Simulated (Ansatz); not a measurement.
Here is an Ansatz 0.2.0 calculation.

input.yaml

```yaml
crystal:
  lattice:
    - [3.777, 0.0, 0.0]
    - [-1.8885, 3.2709779501, 0.0]
    - [0.0, 0.0, 6.498]
  atoms:
    - { symbol: Te, position: [0.3333333333, 0.6666666667, 0.7372] }
    - { symbol: Te, position: [0.6666666667, 0.3333333333, 0.2628] }
    - { symbol: Ti, position: [0.0, 0.0, 0.0] }
hamiltonian:
  xc: pbesol
  pseudopotentials: { kind: paw }
  dispersion: d4
kpoints:
  mp_grid: { grid: [8, 8, 4] }
scf:
  occupations: { method: fermi_dirac, width: 0.05 }
output:
  forces: true
  stress: true
  write_density: true
  write_potential: true
  elf: true
  volumetric_format: npy
relax:
  f_tol: 0.01
  max_steps: 40
  cell: { stress_tol: 0.05 }
```

Potentials or basis: Ansatz PAW.

The run is started by

```bash
$ ansatz run input.yaml --threads 2 --pin off --max-ram 5632MiB --backend cpu --events-out ev --progress --plain --runs-dir out
```

Question: What does it give for the relaxed cell?

Answer: a = 3.671 Å, b = 3.671 Å, c = 6.296 Å, α = 90.00°, β = 90.00°, γ = 120.00°.

Question: Estimate the band gap on the k mesh.

Answer: None (metal or under the smearing width).

Question: Predict the relaxed volume.

Answer: 24.49 Å³/atom.

Question: What does it give for the space group after relaxing (to 0.05 Å)?

Answer: P-3m1 (No. 164).

Final structure:
```
Te Ti
1.0
     3.67077    0.00000    0.00000
    -1.83538    3.17898    0.00000
     0.00000    0.00000    6.29559
Te Ti
2 1
Direct
  0.33333 0.66667 0.72708
  0.66667 0.33333 0.27292
  0.00000 0.00000 0.00000
```

Caveat: the PAW data sets come from PBE, with cores solved anew for the run's functional, which leaves a small shift of forces and pressure. The run has no spin-orbit coupling, so splittings on Te are missing.
